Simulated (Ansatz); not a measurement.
# Tc and the effect of the pressure

The cell as given:

```cif
data_structure
_symmetry_space_group_name_H-M 'P6_3/mmc'
_symmetry_Int_Tables_number 194
_cell_length_a 2.7400
_cell_length_b 2.7400
_cell_length_c 4.3980
_cell_angle_alpha 90.000
_cell_angle_beta 90.000
_cell_angle_gamma 120.000
_cell_volume 28.59
loop_
_atom_site_label
_atom_site_type_symbol
_atom_site_symmetry_multiplicity
_atom_site_Wyckoff_symbol
_atom_site_fract_x
_atom_site_fract_y
_atom_site_fract_z
_atom_site_occupancy
Tc1 Tc 2 c 0.66667 0.33333 0.75000 1
```

Kept alike: task relaxation of cell and atoms; functional PBEsol; k mesh 11 × 11 × 6; occupations fermi-dirac, width 0.05 eV; no spin polarisation. Program: Ansatz, Ansatz PAW (files of its older set among them), cutoff 500 eV. The mesh is that of the run's cell of 2 atoms. No spin-orbit coupling.

| pressure, P (GPa) | volume (Å³/atom) | first edge of the run's cell (Å) | third edge of the run's cell (Å) |
| --- | --- | --- | --- |
| 0 | 14.001 | 2.721 | 4.367 |
| 2 | 13.916 | 2.716 | 4.358 |
| 5 | 13.794 | 2.708 | 4.345 |
| 10 | 13.604 | 2.695 | 4.325 |
| 20 | 13.260 | 2.672 | 4.288 |
| 30 | 12.956 | 2.652 | 4.254 |

The relaxations keep at least the cell's symmetry (P6_3/mmc). For a metal such a mesh leaves the last digits unconverged. The runs follow the start's structure, whether or not it is the stable one at these pressures. P is the pressure aimed at, which the runs meet within some hundredths to tenths of a GPa. All rows use potentials made for PBE.

The volume falls from 14.001 to 12.956 Å³/atom between 0 and 30 GPa. The volume falls ever more slowly, since the solid stiffens under load. At the pressures aimed at, which the runs meet within some tenths of a GPa, the step from 0 to 5 GPa gives a mean bulk modulus near 336 GPa, the last step 431 GPa. The first edge of the run's cell falls from 2.721 to 2.652 Å between 0 and 30 GPa. The third edge of the run's cell falls from 4.367 to 4.254 Å between 0 and 30 GPa.
